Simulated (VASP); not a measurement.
# InSe (P6_3/mmc) in VASP: a series of runs

Aim: see how the results for InSe move with the level of theory and the settings. Levels: HSE06, PBE+D3(BJ). Tasks: single point, relaxation of cell and atoms.

All numbers are computed with VASP 6.6.1; they aren't measurements. Logs are shortened: lines on timing, memory, paths and dates and some standing lists are left out, and cuts for length are marked.

## (1) The crystal as given

Symmetry: P6_3/mmc, No. 194, hexagonal system. Conventional cell: a = 4.050 Å, b = 4.050 Å, c = 16.930 Å, α = 90.00°, β = 90.00°, γ = 120.00°. In (site symmetry 3m) has 3 Se at 2.52 Å as nearest neighbours. Se (site symmetry 3m) has 3 In at 2.52 Å as nearest neighbours.

## (2) Single point, HSE06

File POSCAR:

```
InSe
1.0
    4.0500000000      0.0000000000      0.0000000000
   -2.0250000000      3.5074028853      0.0000000000
    0.0000000000      0.0000000000     16.9300000000
In Se
4 4
Direct
    0.3333333333      0.6666666667      0.1570000000
    0.6666666667      0.3333333333      0.6570000000
    0.3333333333      0.6666666667      0.3430000000
    0.6666666667      0.3333333333      0.8430000000
    0.3333333333      0.6666666667      0.6020000000
    0.6666666667      0.3333333333      0.1020000000
    0.3333333333      0.6666666667      0.8980000000
    0.6666666667      0.3333333333      0.3980000000
```

File INCAR.step1:

```
PREC = Accurate
ENCUT = 400
EDIFF = 1E-5
ISMEAR = 0
SIGMA = 0.02
LREAL = False
LASPH = True
NELM = 100
ALGO = Normal
ISIF = 2
LWAVE = True
LCHARG = False
NBANDS = 48
GGA = PE
```

File INCAR.step2:

```
PREC = Accurate
ENCUT = 400
EDIFF = 1E-6
ISMEAR = 0
SIGMA = 0.02
LREAL = False
LASPH = True
NELM = 100
ALGO = Normal
ISIF = 2
LWAVE = False
LCHARG = False
GGA = PE
LHFCALC = True
HFSCREEN = 0.2
PRECFOCK = Fast
NBANDS = 48
ISTART = 1
```

File KPOINTS:

```
regular mesh
0
Gamma
  3 3 1
```

Potentials or basis: VASP PAW PBE potentials, release 64 (In_d, Se).

The run is started by

```bash
$ cat potpaw_PBE.64/In_d/POTCAR potpaw_PBE.64/Se/POTCAR > POTCAR
$ cp INCAR.step1 INCAR
$ mpirun -np 1 vasp_std > vasp.out
$ cp INCAR.step2 INCAR
$ mpirun -np 1 vasp_std > vasp.out
```

OUTCAR:

```text
PREC = Accurate
   ENCUT = 400
   EDIFF = 1E-6
   ISMEAR = 0
   LREAL = False
   LASPH = True
   NELM = 100
   ISIF = 2
   GGA = PE
   LHFCALC = True
   HFSCREEN = 0.2
   PRECFOCK = Fast
   ISTART = 1

 ion  position               nearest neighbor table
   1  0.333  0.667  0.157-   6 2.52   6 2.52   6 2.52   3 3.15
   2  0.667  0.333  0.657-   5 2.52   5 2.52   5 2.52   4 3.15
   3  0.333  0.667  0.343-   8 2.52   8 2.52   8 2.52   1 3.15
   4  0.667  0.333  0.843-   7 2.52   7 2.52   7 2.52   2 3.15
   5  0.333  0.667  0.602-   2 2.52   2 2.52   2 2.52
   6  0.667  0.333  0.102-   1 2.52   1 2.52   1 2.52
   7  0.333  0.667  0.898-   4 2.52   4 2.52   4 2.52
   8  0.667  0.333  0.398-   3 2.52   3 2.52   3 2.52

  LATTYP: Found a hexagonal cell.
 ALAT       =     4.0500000000
 C/A-ratio  =     4.1802469136

  Lattice vectors:

 A1 = (   4.0500000000,   0.0000000000,   0.0000000000)
 A2 = (  -2.0250000000,   3.5074028853,   0.0000000000)
 A3 = (   0.0000000000,   0.0000000000,  16.9300000000)

Analysis of symmetry for initial positions (statically):
=====================================================================
 Subroutine PRICEL returns:
 Original cell was already a primitive cell.

 Routine SETGRP: Setting up the symmetry group for a
 hexagonal supercell.

 Subroutine GETGRP returns: Found 24 space group operations
 (whereof 12 operations were pure point group operations)
 out of a pool of 24 trial point group operations.

The static configuration has the point symmetry D_3d.
 The point group associated with its full space group is D_6h.

Analysis of symmetry for dynamics (positions and initial velocities):
=====================================================================
 Subroutine PRICEL returns:
 Original cell was already a primitive cell.

 Routine SETGRP: Setting up the symmetry group for a
 hexagonal supercell.

 Subroutine GETGRP returns: Found 24 space group operations
 (whereof 12 operations were pure point group operations)
 out of a pool of 24 trial point group operations.

The dynamic configuration has the point symmetry D_3d.
 The point group associated with its full space group is D_6h.

 Subroutine INISYM returns: Found 24 space group operations
 (whereof 12 operations are pure point group operations),
 and found     1 'primitive' translations

----------------------------------------------------------------------------------------

                                     Primitive cell

  volume of cell :     240.4903

  direct lattice vectors                    reciprocal lattice vectors
     4.050000000  0.000000000  0.000000000     0.246913580  0.142555622  0.000000000
    -2.025000000  3.507402885  0.000000000     0.000000000  0.285111244  0.000000000
     0.000000000  0.000000000 16.930000000     0.000000000  0.000000000  0.059066745

  length of vectors
     4.050000000  4.050000000 16.930000000     0.285111244  0.285111244  0.059066745

  position of ions in fractional coordinates (direct lattice)
     0.333333333  0.666666667  0.157000000
     0.666666667  0.333333333  0.657000000
     0.333333333  0.666666667  0.343000000
     0.666666667  0.333333333  0.843000000
     0.333333333  0.666666667  0.602000000
     0.666666667  0.333333333  0.102000000
     0.333333333  0.666666667  0.898000000
     0.666666667  0.333333333  0.398000000

  ion indices of the primitive-cell ions
   primitive index   ion index
                 1           1
                 2           2
                 3           3
                 4           4
                 5           5
                 6           6
                 7           7
                 8           8

----------------------------------------------------------------------------------------

 KPOINTS: regular mesh

Automatic generation of k-mesh.
 Grid dimensions read from file:
 generate k-points for:    3    3    1

 Generating k-lattice:

  Cartesian coordinates                     Fractional coordinates (reciprocal lattice)
     0.082304527  0.047518541  0.000000000     0.333333333 -0.000000000  0.000000000
     0.000000000  0.095037081  0.000000000     0.000000000  0.333333333  0.000000000
     0.000000000  0.000000000  0.059066745     0.000000000  0.000000000  1.000000000

  Length of vectors
     0.095037081  0.095037081  0.059066745

  Shift w.r.t. Gamma in fractional coordinates (k-lattice)
     0.000000000  0.000000000  0.000000000

 Subroutine IBZKPT returns following result:
 ===========================================

 Found      3 irreducible k-points:

 Following reciprocal coordinates:
            Coordinates               Weight
  0.000000  0.000000  0.000000      1.000000
  0.333333 -0.000000  0.000000      6.000000
  0.333333  0.333333  0.000000      2.000000
   k-points           NKPTS =      3   k-points in BZ     NKDIM =      9   number of bands    NBANDS=     48
   number of dos      NEDOS =    301   number of ions     NIONS =      8
   total plane-waves  NPLWV =  87808
   dimension x,y,z NGX =    28 NGY =   28 NGZ =  112
   dimension x,y,z NGXF=    56 NGYF=   56 NGZF=  224
   ions per type =               4   4
   NGX,Y,Z   is equivalent  to a cutoff of  11.49, 11.49, 11.00 a.u.
   NGXF,Y,Z  is equivalent  to a cutoff of  22.99, 22.99, 22.00 a.u.
 SYSTEM =  unknown system
   PREC   = accura    normal or accurate (medium, high low for compatibility)
   ISTART =      1    job   : 0-new  1-cont  2-samecut
   ICHARG =      0    charge: 1-file 2-atom 10-const
   ISPIN  =      1    spin polarized calculation?
   LNONCOLLINEAR =      F non collinear calculations
   LSORBIT =      F    spin-orbit coupling
   LASPH  =      T    aspherical Exc in radial PAW
   ENCUT  =  400.0 eV  29.40 Ry    5.42 a.u.   6.60  6.60 27.61*2*pi/ulx,y,z
   NELM   =    100;   NELMIN=  2; NELMDL=  0     # of ELM steps
   EDIFF  = 0.1E-05   stopping-criterion for ELM
   LREAL  =      F    real-space projection
   EDIFFG = 0.1E-04   stopping-criterion for IOM
   NSW    =      0    number of steps for IOM
   IBRION =     -1    ionic relax: 0-MD 1-quasi-New 2-CG
   NFREE  =      0    steps in history (QN), initial steepest desc. (CG)
   ISIF   =      2    stress and relaxation
   ISYM   =      3    0-nonsym 1-usesym 2-fastsym
   POTIM  = 0.5000    time-step for ionic-motion
   TEBEG  =    0.0;   TEEND  =   0.0 temperature during run
   PSTRESS=    0.0 pullay stress
   NELECT =      76.0000    total number of electrons
   NUPDOWN=      -1.0000    fix difference up-down
   EMIN   =  10.00;   EMAX   =-10.00  energy-range for DOS
   EFERMI =   0.00;   METHOD = LEGACY
   ISMEAR =     0;   SIGMA  =   0.02  broadening in eV -4-tet -1-fermi 0-gaus
   EFERMI_NEDOS =   21; number of points for ismear=-14 and -15
   IALGO  =     38    algorithm
   IMIX   =      1    mixing-type and parameters
     AMIX     =   0.40;   BMIX     =  1.00
     AMIX_MAG =   1.60;   BMIX_MAG =  1.00
  volume/ion in A,a.u.               =      30.06       202.86
  Fermi-wavevector in a.u.,A,eV,Ry     =   1.115099  2.107232 16.918111  1.243446
  Thomas-Fermi vector in A             =   2.251701
   LORBIT       =      0    0 simple, 1 ext, 2 COOP (PROOUT), +10 PAW based schemes
   GGA     = PE    functional components
   LHFCALC =     T    Hartree Fock is set to
   PRECFOCK=fast      Normal, Fast or Accurate (Low or Medium for compatibility)
   ENCUT4O =  -1.0   cutoff for four orbital integrals eV
   NKREDX  =     1    reduce k-point grid by
   NKREDY  =     1    reduce k-point grid by
   NKREDZ  =     1    reduce k-point grid by
   AEXX    =    0.2500 exact exchange contribution
   HFSCREEN=    0.2000 screening length (either q_TF or 0.3 A-1)
   HFSCREENC=   0.2000 screening length for correlation (either q_TF or 0.3 A-1)
   ENCUTFOCK=  -1.0 apply spherical cutoff to Coloumb kernel
   IVDW    =     0    specifies the selected vdW correction
   LEPSILON=     F    determine dielectric tensor
   LRPA    =     F    only Hartree local field effects (RPA)
 non-spin polarized calculation
 Gauss-broadening in eV      SIGMA  =   0.02
  energy-cutoff  :      400.00
  volume of cell :      240.49
 maximum number of plane-waves:      4411
 NGX is ok and might be reduce to    28
  NGX = 14; NGY = 14; NGZ = 60

 number of electron      75.9999992 magnetization

 Free energy of the ion-electron system (eV)
  ---------------------------------------------------
  ext. energy  EPLUGINS =         0.00000000
  ---------------------------------------------------
  free energy    TOTEN  =       -32.34688972 eV

  energy without entropy =      -32.34688972  energy(sigma->0) =      -32.34688972

 E-fermi :   4.0687     XC(G=0):  -7.2111

 val. band max:        3.9586193849   @ k =   0.0000   0.0000   0.0000
 cond. band min:       4.2731192773   @ k =   0.0000   0.0000   0.0000
 fundamental gap:      0.3144998923
 Fermi energy:         4.0686974924

 k-point     1 :       0.0000    0.0000    0.0000
  band No.  band energies     occupation
      1     -13.1148      2.00000
      2     -13.1101      2.00000
      3     -12.9846      2.00000
      4     -12.9795      2.00000
      5     -12.9795      2.00000
      6     -12.9792      2.00000
[... 40 lines left out ...]
     47       9.1916      0.00000
     48       9.1928      0.00000

 k-point     2 :       0.3333   -0.0000    0.0000
  band No.  band energies     occupation
      1     -13.3828      2.00000
      2     -13.3759      2.00000
      3     -13.3534      2.00000
      4     -13.3458      2.00000
      5     -12.9222      2.00000
      6     -12.9217      2.00000
[... 40 lines left out ...]
     47       9.7407      0.00000
     48       9.9708      0.00000

 k-point     3 :       0.3333    0.3333    0.0000
  band No.  band energies     occupation
      1     -13.4448      2.00000
      2     -13.4448      2.00000
      3     -13.4224      2.00000
      4     -13.4224      2.00000
      5     -12.9169      2.00000
      6     -12.9162      2.00000
[... 40 lines left out ...]
     47       9.9416      0.00000
     48      10.0134      0.00000

------------------------ aborting loop because EDIFF is reached ----------------------------------------

  FORCE on cell =-STRESS in cart. coord.  units (eV):
  Direction    XX          YY          ZZ          XY          YZ          ZX
  --------------------------------------------------------------------------------------
  -------------------------------------------------------------------------------------
  Total       14.1799256     14.1799256      0.3536147      0.0000000     -0.0000000      0.0000000
  in kB       94.4684737     94.4684737      2.3558262      0.0000000     -0.0000000      0.0000000
  external PRESSURE =      63.7642579 kB  Pullay stress =       0.0000000 kB

 VOLUME and BASIS-vectors are now :
 -----------------------------------------------------------------------------
  energy-cutoff  :      400.00
  volume of cell :      240.49
      direct lattice vectors                 reciprocal lattice vectors
     4.050000000  0.000000000  0.000000000     0.246913580  0.142555622  0.000000000
    -2.025000000  3.507402885  0.000000000     0.000000000  0.285111244  0.000000000
     0.000000000  0.000000000 16.930000000     0.000000000  0.000000000  0.059066745

 POSITION                                       TOTAL-FORCE (eV/Angst)
 -----------------------------------------------------------------------------------
     -0.00000      2.33827      2.65801        -0.000000      0.000000      2.842168
      2.02500      1.16913     11.12301        -0.000000     -0.000000      2.842168
     -0.00000      2.33827      5.80699         0.000000      0.000000     -2.842168
      2.02500      1.16913     14.27199         0.000000     -0.000000     -2.842168
     -0.00000      2.33827     10.19186        -0.000000      0.000000     -1.761800
      2.02500      1.16913      1.72686         0.000000     -0.000000     -1.761800
     -0.00000      2.33827     15.20314        -0.000000      0.000000      1.761800
      2.02500      1.16913      6.73814         0.000000     -0.000000      1.761800
 -----------------------------------------------------------------------------------
    total drift:                               -0.000006      0.000008      0.000003

  FREE ENERGIE OF THE ION-ELECTRON SYSTEM (eV)
  ---------------------------------------------------
  free  energy   TOTEN  =       -32.3468897205 eV

  energy  without entropy=      -32.3468897205  energy(sigma->0) =      -32.34688972
```

It took 4.5 min on 1 thread of Intel Xeon Platinum 8488C (Sapphire Rapids), shared host; peak memory 0.39 GiB.

Results:

```yaml
Free_energy: -32.3469 eV
Pressure: 6.4 GPa
Largest_force: 2.842 eV/Å
Band_gap_on_the_k_mesh: 0.31 eV, direct
```

Forces in eV/Å, atoms in the order of the input:
```
In   0.000  0.000  2.842
In   0.000  0.000  2.842
In   0.000  0.000 -2.842
In   0.000  0.000 -2.842
Se   0.000  0.000 -1.762
Se   0.000  0.000 -1.762
Se   0.000  0.000  1.762
Se   0.000  0.000  1.762
```

Levels at points of the mesh, in eV from the valence-band top:
| k point | band 35 | band 36 | band 37 | band 38 | band 39 | band 40 | band 41 | band 42 |
| --- | --- | --- | --- | --- | --- | --- | --- | --- |
| (0.00, 0.00, 0.00) | -2.46 | -2.46 | -1.33 | 0.00 | 0.31 | 1.06 | 1.84 | 2.22 |

Caveat: the k mesh is coarse (spacing up to 0.60 Å⁻¹), so the values aren't converged, least of all with exact exchange; the PAW data sets were made with another functional, which shifts forces and pressure a little; spin-orbit coupling is left out, which moves the levels of the heavy elements; this functional lacks dispersion, which binds the layers, so the pressure and a relaxed spacing across them are unreliable.

## (3) Relaxation of cell and atoms, PBE+D3(BJ)

File INCAR:

```
SYSTEM = InSe
  PREC = Accurate
  ENCUT = 400
  EDIFF = 1E-6
  ISMEAR = 0
  SIGMA = 0.02
  LREAL = .False.
  LASPH = .True.
  NELM = 80
  ALGO = Normal
  ISIF = 3
  LWAVE = .False.
  LCHARG = .False.
  GGA = PE
  IVDW = 12
  IBRION = 2
  NSW = 60
  EDIFFG = -0.005
```

File KPOINTS:

```
regular mesh
0
Gamma
  8 8 2
  0 0 0
```

POSCAR is that of step 2.

Potentials or basis: VASP PAW PBE potentials, release 64 (In_d, Se).

The run is started by

```bash
$ cat potpaw_PBE.64/In_d/POTCAR potpaw_PBE.64/Se/POTCAR > POTCAR
$ mpirun -np 1 vasp_std > vasp.out
```

Run time: 30 min. Hardware: 1 thread of Intel Xeon Platinum 8375C at 2.90GHz (Ice Lake), shared host; peak memory 0.37 GiB.

The run converged. Its results:

```
Free energy                            : -30.6954 eV
Relaxed volume                         : 29.47 Å³/atom
Relaxed cell                           : a = 4.032 Å, b = 4.032 Å, c = 16.747 Å, α = 90.00°, β = 90.00°, γ = 120.00°
Space group after relaxing (to 0.05 Å) : P6_3/mmc (No. 194)
Energy gained by relaxing              : 235.6 meV/atom
Ionic steps                            : 24
Pressure after relaxing                : 0.0 GPa
Band gap on the k mesh                 : 0.35 eV, direct
Dispersion energy per atom             : -0.297 eV
```

The path:
| step | energy change (eV) | largest force (eV/Å) | pressure (GPa) | volume (Å³) |
| --- | --- | --- | --- | --- |
| 1 | 0.0000 | 2.9034 | 5.91 | 240.49 |
| 2 | -1.0820 | 0.2630 | -4.54 | 280.62 |
| 3 | -1.3783 | 0.8387 | -2.24 | 266.36 |
| 4 | -1.6655 | 0.3288 | -1.19 | 253.64 |
| 5 | -1.7180 | 0.2859 | -0.31 | 246.13 |
| 6 | -1.8273 | 0.3212 | 0.48 | 240.05 |
| 7 | -1.8489 | 0.3416 | 1.10 | 235.84 |
| 8 | -1.8667 | 0.1236 | -0.66 | 240.69 |
| 9 | -1.8776 | 0.0505 | -0.01 | 238.86 |
| 10 | -1.8775 | 0.0562 | 0.01 | 238.80 |
| 11 | -1.8787 | 0.0432 | -0.03 | 238.72 |
| 12 | -1.8788 | 0.0649 | -0.04 | 238.68 |
| 13 | -1.8801 | 0.0469 | -0.01 | 238.35 |
| 14 | -1.8825 | 0.0643 | 0.05 | 237.36 |
| 15 | -1.8809 | 0.1111 | 0.25 | 235.37 |
| 16 | -1.8829 | 0.0755 | 0.13 | 236.71 |
| 17 | -1.8837 | 0.0512 | 0.03 | 236.84 |
| 18 | -1.8841 | 0.0184 | -0.10 | 237.01 |
| 19 | -1.8845 | 0.0143 | -0.08 | 236.66 |
| 20 | -1.8850 | 0.0098 | 0.01 | 235.63 |
| 21 | -1.8850 | 0.0091 | 0.02 | 235.72 |
| 22 | -1.8850 | 0.0094 | 0.01 | 235.82 |
| 23 | -1.8850 | 0.0106 | 0.00 | 235.76 |
| 24 | -1.8850 | 0.0012 | 0.00 | 235.80 |

Final structure:
```cif
data_structure
_symmetry_space_group_name_H-M 'P 1'
_symmetry_Int_Tables_number 1
_cell_length_a 4.0321
_cell_length_b 4.0321
_cell_length_c 16.7472
_cell_angle_alpha 90.000
_cell_angle_beta 90.000
_cell_angle_gamma 120.000
_cell_volume 235.80
loop_
_atom_site_label
_atom_site_type_symbol
_atom_site_fract_x
_atom_site_fract_y
_atom_site_fract_z
_atom_site_occupancy
In1 In 0.33333 0.66667 0.16660 1
In2 In 0.66667 0.33333 0.66660 1
In3 In 0.33333 0.66667 0.33340 1
In4 In 0.66667 0.33333 0.83340 1
Se1 Se 0.33333 0.66667 0.58966 1
Se2 Se 0.66667 0.33333 0.08966 1
Se3 Se 0.33333 0.66667 0.91034 1
Se4 Se 0.66667 0.33333 0.41034 1
```

Levels at points of the mesh, in eV from the valence-band top:
| k point | band 36 | band 37 | band 38 | band 39 | band 40 | band 41 |
| --- | --- | --- | --- | --- | --- | --- |
| (0.00, 0.00, 0.00) | -1.09 | -1.09 | 0.00 | 0.35 | 1.74 | 2.12 |
| (0.50, 0.00, 0.00) | -2.07 | -1.97 | -1.34 | 1.11 | 1.20 | 1.93 |
| (0.00, 0.00, 0.50) | -1.12 | -0.92 | -0.92 | 1.22 | 1.22 | 2.13 |
| (0.50, 0.00, 0.50) | -2.04 | -1.71 | -1.71 | 1.46 | 1.46 | 1.58 |

Caveat: spin-orbit coupling is left out, which moves the levels of the heavy elements.
